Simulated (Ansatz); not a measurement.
Set up this calculation in Ansatz 0.2.0, as the native input.

| Item | Value |
| --- | --- |
| Task | single point |
| Functional | PBE |
| Potentials or basis | all-electron LAPW, scalar-relativistic |
| Cutoff | 360 eV (chosen from the basis error) |
| Basis error allowed | 0.001 eV/atom |
| k mesh | 11 × 11 × 11 |
| Occupations | gaussian, width 0.029 eV |
| Spin | collinear spin, ferromagnetic start |
| Starting moments | [2.0, 0.0] μB |

CoO:

```
Co O
1.0
     0.00000    2.13150    2.13150
     2.13150    0.00000    2.13150
     2.13150    2.13150    0.00000
Co O
1 1
Direct
  0.00000 0.00000 0.00000
  0.50000 0.50000 0.50000
```

These files were run (other wordings do the same):

input.yaml

```yaml
crystal:
  lattice:
    - [0.0, 2.1315, 2.1315]
    - [2.1315, 0.0, 2.1315]
    - [2.1315, 2.1315, 0.0]
  atoms:
    - { symbol: Co, position: [0.0, 0.0, 0.0], spin: 2.0 }
    - { symbol: O, position: [0.5, 0.5, 0.5] }
kpoints:
  mp_grid: { grid: [11, 11, 11] }
scf:
  occupations: { method: gaussian, width: 0.029 }
hamiltonian:
  xc: pbe
  pseudopotentials: { kind: all_electron, lapw: { basis_error: 0.001 } }
magnetization:
  spin_polarized: true
output:
  forces: true
  stress: true
  eigenvalues: true
```

Potentials or basis: all-electron LAPW, scalar-relativistic.

Launch:

```bash
$ ansatz run input.yaml --threads 2 --pin off --max-ram 6144MiB --backend cpu --events-out ev --progress --plain --runs-dir out
```

Results of the run:

| Item | Value |
| --- | --- |
| Pressure | -1.7 GPa |
| Band gap on the k mesh | none (metal or under the smearing width) |
| Net moment | 2.98 μB per cell |
| Absolute moment | 2.99 μB per cell |
| Site moments | Co +2.62; O +0.34 μB |

Caveat: a cell with one magnetic atom can't hold antiferromagnetic order, which such compounds often take; semilocal functionals often make such compounds metallic where correlation or magnetic order opens a gap, which also shifts bond lengths.

Wall time 14 s on 2 threads of Arm Neoverse V2, with other jobs on the host, peak memory 0.43 GiB.
